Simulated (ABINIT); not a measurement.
## TePb: band structure with PBEsol

**Experimental background.**

A printed reference work, monograph reports, for a bulk crystal of TePb at 4.2 K: band gap 0.19 eV (direct).

Crystal: TePb.

```xyz
2
Lattice="0.0000 3.2310 3.2310 3.2310 0.0000 3.2310 3.2310 3.2310 0.0000" Properties=species:S:1:pos:R:3 pbc="T T T"
Pb    0.0000    0.0000    0.0000
Te    3.2310    3.2310    3.2310
```

```json
{
  "Program": "ABINIT 10.8.3 (patched build)",
  "Task": "band structure",
  "Functional": "PBEsol",
  "Potentials or basis": "JTH PAW PBE v2.0 sp",
  "Cutoff": "408 eV",
  "k mesh": "7 × 7 × 7",
  "Occupations": "fermi-dirac, width 0.05 eV",
  "Spin": "spin-orbit coupling, no magnetisation",
  "Fine-grid cutoff": "816.342 eV",
  "Exchange and correlation inside the PAW spheres": "full angular mesh (pawxcdev 0, this build's default; the released program takes 1)"
}
```

```yaml
Pressure: -0.4 GPa
Band_gap_along_the_path: 0.05 eV, direct
Valence_electrons_inside_the_program's_atomic_spheres: Pb 2.60; Te 3.11
```

Levels at the corners of the path, in eV from the Fermi level:
```
point  band 8  band 9  band 10  band 11  band 12  band 13
    Γ   -1.09   -1.09    -1.09     2.64     2.64     4.71
    X   -3.28   -2.61    -2.61     3.08     3.08     4.54
    W   -3.95   -0.47    -0.47     1.41     1.41     5.02
    K   -2.68   -2.02    -2.02     2.99     2.99     3.98
    Γ   -1.09   -1.09    -1.09     2.64     2.64     4.71
    L   -0.77   -0.07    -0.07    -0.02    -0.02     1.13
    U   -2.68   -2.02    -2.02     2.99     2.99     3.98
    W   -3.95   -0.47    -0.47     1.41     1.41     5.02
    L   -0.77   -0.07    -0.07    -0.02    -0.02     1.13
    K   -2.68   -2.02    -2.02     2.99     2.99     3.98
```

Run time: 2.9 min on 1 thread of Arm Neoverse V1 (shared host), peak memory 0.19 GiB.

A measured gap of TePb is 0.19 eV (direct; 4.2 K; a printed reference work, monograph); the calculated 0.05 eV misses it by -0.14 eV. The value is that of PBEsol, without temperature or zero-point motion. Semilocal functionals fall short of measured gaps as a rule.

Caveat: this odd mesh misses L, where the gap lies, so gap, dielectric constants and Born charges aren't listed; the PAW data sets were made with another functional, which shifts forces and pressure a little; this set keeps more shells in the core, which shifts pressures and gaps.
